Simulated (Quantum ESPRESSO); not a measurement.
# Nb (Fm-3m) in Quantum ESPRESSO: further runs, part 3 of 3

Quantum ESPRESSO 7.5. The steps go on from the part before.

**5. Phonon dispersion, PBE**

Contents of pw.in:

```
&CONTROL
  calculation = 'scf'
  prefix = 'pwscf'
  outdir = './tmp'
  pseudo_dir = './pseudo'
  tprnfor = .true.
  tstress = .true.
  disk_io = 'low'
/
&SYSTEM
  ibrav = 0
  nat = 1
  ntyp = 1
  ecutwfc = 45
  ecutrho = 360
  nbnd = 12
  occupations = 'smearing'
  smearing = 'mp'
  degauss = 0.01999163
/
&ELECTRONS
  conv_thr = 2d-10
  electron_maxstep = 120
  mixing_beta = 0.5
/
ATOMIC_SPECIES
Nb    92.9064 nb_pbe_v1.uspp.F.UPF
CELL_PARAMETERS angstrom
   0.0000000000    2.1150000000    2.1150000000
   2.1150000000    0.0000000000    2.1150000000
   2.1150000000    2.1150000000    0.0000000000
ATOMIC_POSITIONS crystal
Nb     0.0000000000    0.0000000000    0.0000000000
K_POINTS automatic
12 12 12 0 0 0
```

Contents of relax.in:

```
&CONTROL
  calculation = 'vc-relax'
  prefix = 'pwscf'
  outdir = './tmp'
  pseudo_dir = './pseudo'
  tprnfor = .true.
  tstress = .true.
  disk_io = 'low'
  nstep = 40
  forc_conv_thr = 0.0001
  etot_conv_thr = 1d-06
/
&SYSTEM
  ibrav = 0
  nat = 1
  ntyp = 1
  ecutwfc = 45
  ecutrho = 360
  nbnd = 12
  occupations = 'smearing'
  smearing = 'mp'
  degauss = 0.01999163
/
&ELECTRONS
  conv_thr = 2d-10
  electron_maxstep = 120
  mixing_beta = 0.5
/
&IONS
  ion_dynamics = 'bfgs'
/
&CELL
  cell_dynamics = 'bfgs'
  press = 0
  press_conv_thr = 0.2
/
ATOMIC_SPECIES
Nb    92.9064 nb_pbe_v1.uspp.F.UPF
CELL_PARAMETERS angstrom
   0.0000000000    2.1150000000    2.1150000000
   2.1150000000    0.0000000000    2.1150000000
   2.1150000000    2.1150000000    0.0000000000
ATOMIC_POSITIONS crystal
Nb     0.0000000000    0.0000000000    0.0000000000
K_POINTS automatic
12 12 12 0 0 0
```

Contents of scf2.in:

```
&CONTROL
  calculation = 'scf'
  prefix = 'pwscf'
  outdir = './tmp'
  pseudo_dir = './pseudo'
  tprnfor = .true.
  tstress = .true.
  disk_io = 'low'
/
&SYSTEM
  ibrav = 0
  nat = 1
  ntyp = 1
  ecutwfc = 45
  ecutrho = 360
  nbnd = 12
  occupations = 'smearing'
  smearing = 'mp'
  degauss = 0.01999163
/
&ELECTRONS
  conv_thr = 1d-13
  electron_maxstep = 120
  mixing_beta = 0.5
  startingpot = 'file'
  startingwfc = 'file'
/
ATOMIC_SPECIES
Nb    92.9064 nb_pbe_v1.uspp.F.UPF
CELL_PARAMETERS angstrom
   0.0000000000    2.1073283035    2.1073283035
   2.1073283035    0.0000000000    2.1073283035
   2.1073283035    2.1073283035    0.0000000000
ATOMIC_POSITIONS crystal
Nb     0.0000000000    0.0000000000    0.0000000000
K_POINTS automatic
12 12 12 0 0 0
```

Contents of ph.in:

```
phonon_bands of Nb
&INPUTPH
  prefix = 'pwscf'
  outdir = './tmp'
  tr2_ph = 1d-18
  fildyn = 'dyn'
  niter_ph = 90
  alpha_mix(1) = 0.4
  ldisp = .true.
  nq1 = 3
  nq2 = 3
  nq3 = 3
/
```

Contents of q2r.in:

```
&INPUT
  fildyn = 'dyn'
  zasr = 'crystal'
  flfrc = 'fc'
/
```

Contents of matdyn.in:

```
&INPUT
  asr = 'crystal'
  flfrc = 'fc'
  flfrq = 'freq'
  q_in_cryst_coord = .true.
  flvec = ' '
/
80
 0.0000000000  0.0000000000  0.0000000000
 0.0454545455  0.0000000000  0.0454545455
 0.0909090909  0.0000000000  0.0909090909
 0.1363636364  0.0000000000  0.1363636364
 0.1818181818  0.0000000000  0.1818181818
 0.2272727273  0.0000000000  0.2272727273
 0.2727272727  0.0000000000  0.2727272727
 0.3181818182  0.0000000000  0.3181818182
 0.3636363636  0.0000000000  0.3636363636
 0.4090909091  0.0000000000  0.4090909091
 0.4545454545  0.0000000000  0.4545454545
 0.5000000000  0.0000000000  0.5000000000
 0.5000000000  0.0500000000  0.5500000000
 0.5000000000  0.1000000000  0.6000000000
 0.5000000000  0.1500000000  0.6500000000
 0.5000000000  0.2000000000  0.7000000000
 0.5000000000  0.2500000000  0.7500000000
 0.4687500000  0.2812500000  0.7500000000
 0.4375000000  0.3125000000  0.7500000000
 0.4062500000  0.3437500000  0.7500000000
 0.3750000000  0.3750000000  0.7500000000
 0.3461538462  0.3461538462  0.6923076923
 0.3173076923  0.3173076923  0.6346153846
 0.2884615385  0.2884615385  0.5769230769
 0.2596153846  0.2596153846  0.5192307692
 0.2307692308  0.2307692308  0.4615384615
 0.2019230769  0.2019230769  0.4038461538
 0.1730769231  0.1730769231  0.3461538462
 0.1442307692  0.1442307692  0.2884615385
 0.1153846154  0.1153846154  0.2307692308
 0.0865384615  0.0865384615  0.1730769231
 0.0576923077  0.0576923077  0.1153846154
 0.0288461538  0.0288461538  0.0576923077
 0.0000000000  0.0000000000  0.0000000000
 0.0454545455  0.0454545455  0.0454545455
 0.0909090909  0.0909090909  0.0909090909
 0.1363636364  0.1363636364  0.1363636364
 0.1818181818  0.1818181818  0.1818181818
 0.2272727273  0.2272727273  0.2272727273
 0.2727272727  0.2727272727  0.2727272727
 0.3181818182  0.3181818182  0.3181818182
 0.3636363636  0.3636363636  0.3636363636
 0.4090909091  0.4090909091  0.4090909091
 0.4545454545  0.4545454545  0.4545454545
 0.5000000000  0.5000000000  0.5000000000
 0.5178571429  0.4642857143  0.5178571429
 0.5357142857  0.4285714286  0.5357142857
 0.5535714286  0.3928571429  0.5535714286
 0.5714285714  0.3571428571  0.5714285714
 0.5892857143  0.3214285714  0.5892857143
 0.6071428571  0.2857142857  0.6071428571
 0.6250000000  0.2500000000  0.6250000000
 0.5937500000  0.2500000000  0.6562500000
 0.5625000000  0.2500000000  0.6875000000
 0.5312500000  0.2500000000  0.7187500000
 0.5000000000  0.2500000000  0.7500000000
 0.5000000000  0.2750000000  0.7250000000
 0.5000000000  0.3000000000  0.7000000000
 0.5000000000  0.3250000000  0.6750000000
 0.5000000000  0.3500000000  0.6500000000
 0.5000000000  0.3750000000  0.6250000000
 0.5000000000  0.4000000000  0.6000000000
 0.5000000000  0.4250000000  0.5750000000
 0.5000000000  0.4500000000  0.5500000000
 0.5000000000  0.4750000000  0.5250000000
 0.5000000000  0.5000000000  0.5000000000
 0.4861111111  0.4861111111  0.5277777778
 0.4722222222  0.4722222222  0.5555555556
 0.4583333333  0.4583333333  0.5833333333
 0.4444444444  0.4444444444  0.6111111111
 0.4305555556  0.4305555556  0.6388888889
 0.4166666667  0.4166666667  0.6666666667
 0.4027777778  0.4027777778  0.6944444444
 0.3888888889  0.3888888889  0.7222222222
 0.3750000000  0.3750000000  0.7500000000
 0.6250000000  0.2500000000  0.6250000000
 0.5937500000  0.1875000000  0.5937500000
 0.5625000000  0.1250000000  0.5625000000
 0.5312500000  0.0625000000  0.5312500000
 0.5000000000  0.0000000000  0.5000000000
```

Contents of matdyn_dos.in:

```
&INPUT
  asr = 'crystal'
  flfrc = 'fc'
  dos = .true.
  fldos = 'phdos'
  nk1 = 18
  nk2 = 18
  nk3 = 18
  deltaE = 1
  flvec = ' '
  flfrq = ' '
/
```

Contents of matdyn_mesh.in:

```
&INPUT
  asr = 'crystal'
  flfrc = 'fc'
  flfrq = 'mesh'
  q_in_cryst_coord = .true.
  flvec = ' '
/
1000
 0.05000000  0.05000000  0.05000000
 0.05000000  0.05000000  0.15000000
 0.05000000  0.05000000  0.25000000
[... 997 further points of the even 10 x 10 x 10 mesh, shifted by half a step ...]
```

Potentials or basis: GBRV 1.5 PBE.

Launch:

```console
$ OMP_NUM_THREADS=1 pw.x -in pw.in > pw.out
$ OMP_NUM_THREADS=1 pw.x -in relax.in > relax.out
$ OMP_NUM_THREADS=1 pw.x -in scf2.in > scf2.out
$ OMP_NUM_THREADS=1 ph.x -in ph.in > ph.out
$ OMP_NUM_THREADS=1 q2r.x -in q2r.in > q2r.out
$ OMP_NUM_THREADS=1 matdyn.x -in matdyn.in > matdyn.out
$ OMP_NUM_THREADS=1 matdyn.x -in matdyn_dos.in > matdyn_dos.out
$ OMP_NUM_THREADS=1 matdyn.x -in matdyn_mesh.in > matdyn_mesh.out
```

pw.out:

```text
This program is part of the open-source Quantum ESPRESSO suite
     for quantum simulation of materials; please cite
[... 9 lines left out ...]
     --------------------
     sticks:   dense  smooth     PW     G-vecs:    dense   smooth      PW
     Sum         793     397    127                14649     5161     965

     Using Slab Decomposition

     bravais-lattice index     =            0
     lattice parameter (alat)  =       5.6523  a.u.
     unit-cell volume          =     127.6902 (a.u.)^3
     number of atoms/cell      =            1
     number of atomic types    =            1
     number of electrons       =        13.00
     number of Kohn-Sham states=           12
     kinetic-energy cutoff     =      45.0000  Ry
     charge density cutoff     =     360.0000  Ry
     scf convergence threshold =      2.0E-10
     mixing beta               =       0.5000
     number of iterations used =            8  plain     mixing
[... 190 lines left out ...]
    19.9834  19.9834  29.0983  33.8219
[... 308 lines left out ...]
   -37.2412 -13.7809 -13.5723 -13.2523  14.3867  15.2105  17.5744  19.8331
    21.8495  25.9802  26.6986  29.8388

          k =-0.7071 0.1179-0.0000 (   650 PWs)   bands (ev):

   -37.2374 -13.9376 -13.3594 -13.3174  13.5817  14.2909  19.4930  21.2643
    22.4737  23.8885  28.2998  28.4525

          k =-0.2357-0.4714 0.7071 (   656 PWs)   bands (ev):
[... 36 lines left out ...]
   -37.2370 -13.6552 -13.6552 -13.3319  14.7006  16.2090  16.2090  19.1835
    22.4789  27.2816  27.2816  28.1444

     the Fermi energy is    17.3313 ev

!    total energy              =    -117.90864120 Ry
     estimated scf accuracy    <          2.2E-11 Ry
     smearing contrib. (-TS)   =      -0.00001044 Ry
     internal energy E=F+TS    =    -117.90863075 Ry

     The total energy is F=E-TS. E is the sum of the following terms:
     one-electron contribution =     -18.10969984 Ry
     hartree contribution      =      15.52146809 Ry
     xc contribution           =     -18.38693217 Ry
     ewald contribution        =     -96.93346683 Ry

     convergence has been achieved in   8 iterations

     Forces acting on atoms (cartesian axes, Ry/au):

     atom    1 type  1   force =     0.00000000    0.00000000    0.00000000

     Total force =     0.000000     Total SCF correction =     0.000000

     Computing stress (Cartesian axis) and pressure

          total   stress  (Ry/bohr**3)                   (kbar)     P=      -17.53
  -0.00011916   0.00000000   0.00000000          -17.53        0.00        0.00
   0.00000000  -0.00011916   0.00000000            0.00      -17.53        0.00
   0.00000000   0.00000000  -0.00011916            0.00        0.00      -17.53

=------------------------------------------------------------------------------=
   JOB DONE.
=------------------------------------------------------------------------------=
```

relax.out:

```text
This program is part of the open-source Quantum ESPRESSO suite
     for quantum simulation of materials; please cite
[... 9 lines left out ...]
     --------------------
     sticks:   dense  smooth     PW     G-vecs:    dense   smooth      PW
     Sum         793     397    127                14649     5161     965
[... 2593 lines left out ...]
   0.00000023  -0.00000000  -0.00000000            0.03       -0.00       -0.00
  -0.00000000   0.00000023  -0.00000000           -0.00        0.03       -0.00
  -0.00000000  -0.00000000   0.00000023           -0.00       -0.00        0.03

=------------------------------------------------------------------------------=
   JOB DONE.
=------------------------------------------------------------------------------=
```

Run time: 18 min. Hardware: 1 thread of Arm Neoverse V2, shared host; peak memory 0.09 GiB.

What came out:

```yaml
Free_energy: -1604.2296 eV
Relaxed_volume: 18.72 Å³/atom
Relaxed_cell: a = 2.980 Å, b = 2.980 Å, c = 2.980 Å, α = 60.00°, β = 60.00°, γ = 60.00°
Space_group_after_relaxing_to_0.05_Å: Fm-3m (No. 225)
Pressure_after_relaxing: 0.0 GPa
Band_gap_on_the_k_mesh: none (metal or under the smearing width)
Highest_phonon_frequency: 240 cm⁻¹
Most_unstable_mode: 87i cm⁻¹
```

The path:
| step | energy change (eV) | largest force (eV/Å) | pressure (GPa) | volume (Å³) |
| --- | --- | --- | --- | --- |
| 1 | 0.0000 | 0.0000 | -1.75 | 18.92 |
| 2 | -0.0011 | 0.0000 | -0.32 | 18.75 |
| 3 | -0.0011 | 0.0000 | 0.01 | 18.72 |
| 4 | -0.0011 | 0.0000 | 0.00 | 18.72 |

Final structure:
```
Nb
1.0
     0.00000    2.10733    2.10733
     2.10733    0.00000    2.10733
     2.10733    2.10733    0.00000
Nb
1
Cartesian
  0.0000 0.0000 0.0000
```

Phonon frequencies in cm⁻¹ (negative: imaginary):
```tsv
q point	frequencies
(0.000, 0.000, 0.000)	0 0 0
(0.318, 0.000, 0.318)	88 88 168
(0.500, 0.150, 0.650)	137 148 191
(0.346, 0.346, 0.692)	75 173 190
(0.144, 0.144, 0.288)	-82 41 141
(0.091, 0.091, 0.091)	-33 -33 63
(0.409, 0.409, 0.409)	-84 -84 229
(0.589, 0.321, 0.589)	60 140 209
(0.500, 0.275, 0.725)	133 168 177
(0.500, 0.450, 0.550)	-76 -61 237
(0.431, 0.431, 0.639)	8 103 221
(0.562, 0.125, 0.562)	121 146 199
```

Phonon frequencies at the corners of the path (cm⁻¹, interpolated; i marks imaginary ones):
```csv
point,frequencies
Γ,0 0 0
X,129 129 204
W,141 171 171
K,95 178 184
L,85i 85i 240
U,95 178 184
```

Phonon states per cell in windows of 20 cm⁻¹ (negative: imaginary):
```
from (cm⁻¹)  total
       -100   0.07
        -80   0.22
        -60   0.14
        -40   0.11
        -20   0.10
          0   0.08
         20   0.10
         40   0.13
         60   0.18
         80   0.22
        100   0.26
        120   0.25
        140   0.20
        160   0.14
        180   0.41
        200   0.28
        220   0.10
```

Caveat: some modes are imaginary; the q mesh is small, so phonon branches between its points and thermal values are rough.

**6. Summary**

| task | level | potentials or basis | k mesh | smearing | form of the LDA correlation | q mesh | gap on the mesh (eV) | pressure (GPa) |
| --- | --- | --- | --- | --- | --- | --- | --- | --- |
| phonons | PBEsol | GBRV 1.5 PBEsol | 11 × 11 × 11 | gaussian 0.272 eV | - | - | none | 0.0 |
| phonons | PBE | GBRV 1.5 PBE | 11 × 11 × 11 | gaussian 0.136 eV | - | - | none | 0.0 |
| phonons | LDA | GBRV 1.5 LDA | 11 × 11 × 11 | gaussian 0.2 eV | PZ81 | - | none | 0.0 |
| phonon dispersion | PBE | GBRV 1.5 PBE | 12 × 12 × 12 | methfessel-paxton 0.272 eV | - | 3 × 3 × 3 | none | 0.0 |

Alike in all rows: no spin polarisation; cell relaxed; cutoff (eV) 612.

Caveats: the q point doesn't lie on the k mesh, which can shift a metal's frequencies strongly unless the mesh is converged (some runs); some modes are imaginary (some runs).

Total energies depend on the potentials used, so only differences within one code and one set of settings carry meaning.
